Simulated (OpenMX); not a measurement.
Set up this calculation in OpenMX 3.8.5, as the native input.

- Task: single point
- Functional: PBE
- Potentials or basis: OpenMX 2013 PBE set, S7.0-s2p2d1f1, W7.0-s3p2d2f1, grid cutoff 400 Ry
- k mesh: 11 × 11 × 1
- Occupations: fermi-dirac, width 0.05 eV
- Spin: no spin polarisation
- Empty atoms: 2
- Empty atom basis: H7.0-s2p1
- Empty atom height: 2.2 Å
- Mixing scheme: rmm-diisk
- SCF threshold: 1e-08 Ha
- Solver: band
- Max SCF cycles: 100

Slab: WS2, a slab with vacuum.

```xyz
6
Lattice="3.1835 0.0000 0.0000 -1.5918 2.7570 0.0000 0.0000 0.0000 35.0695" Properties=species:S:1:pos:R:3 pbc="T T T"
S     1.5918    0.9190    7.5000
W     0.0000    1.8380    9.0595
S     1.5918    0.9190   10.6189
S     1.5918    0.9190   24.4506
W     0.0000    1.8380   26.0100
S     1.5918    0.9190   27.5695
```

The cell isn't the ideal one: the (0 0 1) slab of WS2, cut from the database cell, not relaxed.

The input as run:

WS2.dat

```
System.CurrrentDirectory             ./
System.Name                          WS2
DATA.PATH                            ./DFT_DATA13
level.of.stdout                      1
level.of.fileout                     1
Species.Number                       3
<Definition.of.Atomic.Species
  S   S7.0-s2p2d1f1          S_PBE13
  W   W7.0-s3p2d2f1          W_PBE13
  E   H7.0-s2p1              E
Definition.of.Atomic.Species>

Atoms.Number                         8
Atoms.SpeciesAndCoordinates.Unit     FRAC
<Atoms.SpeciesAndCoordinates
    1  S     0.6666666700    0.3333333400    0.2138610381   3.000  3.000
    2  W     0.3333333300    0.6666666600    0.2583287877   6.000  6.000
    3  S     0.6666666700    0.3333333400    0.3027965373   3.000  3.000
    4  S     0.6666666700    0.3333333400    0.6972034627   3.000  3.000
    5  W     0.3333333300    0.6666666600    0.7416712123   6.000  6.000
    6  S     0.6666666700    0.3333333400    0.7861389619   3.000  3.000
    7  E     0.6666666700    0.3333333400    0.8488715331   0.000  0.000
    8  E     0.6666666700    0.3333333400    0.1511284669   0.000  0.000
Atoms.SpeciesAndCoordinates>

Atoms.UnitVectors.Unit               Ang
<Atoms.UnitVectors
     3.1835163551    0.0000000000    0.0000000000
    -1.5917581776    2.7570060369    0.0000000000
     0.0000000000    0.0000000000   35.0695015113
Atoms.UnitVectors>

scf.XcType                           GGA-PBE
scf.SpinPolarization                 off
scf.ElectronicTemperature            580.226
scf.energycutoff                     400.0
scf.maxIter                          100
scf.EigenvalueSolver                 band
scf.Kgrid                            11 11 1
scf.Mixing.Type                      rmm-diisk
scf.Init.Mixing.Weight               0.05
scf.Min.Mixing.Weight                0.001
scf.Max.Mixing.Weight                0.3
scf.Mixing.History                   25
scf.Mixing.StartPulay                8
scf.criterion                        1.0e-8
MD.Type                              nomd
```

Potentials or basis: OpenMX 2013 PBE set, S7.0-s2p2d1f1, W7.0-s3p2d2f1, grid cutoff 400 Ry.

Launch:

```sh
$ openmx WS2.dat -nt 1 > WS2.std
```

It gave:

```
Largest force          : 0.553 eV/Å
Band gap on the k mesh : 1.90 eV, indirect (least direct gap 2.07 eV)
Mulliken charges       : S -0.18, -0.19; W +0.38 e
Work function          : 4.81 eV
```

Caveat: Mulliken charges move with the basis; spin-orbit coupling is left out, which moves the levels of the heavy elements; the basis of atomic orbitals isn't converged, which shifts pressures, moduli and gaps.

Wall time 4.3 min on 1 thread of Arm Neoverse V1 (shared host), peak memory 1.8 GiB.
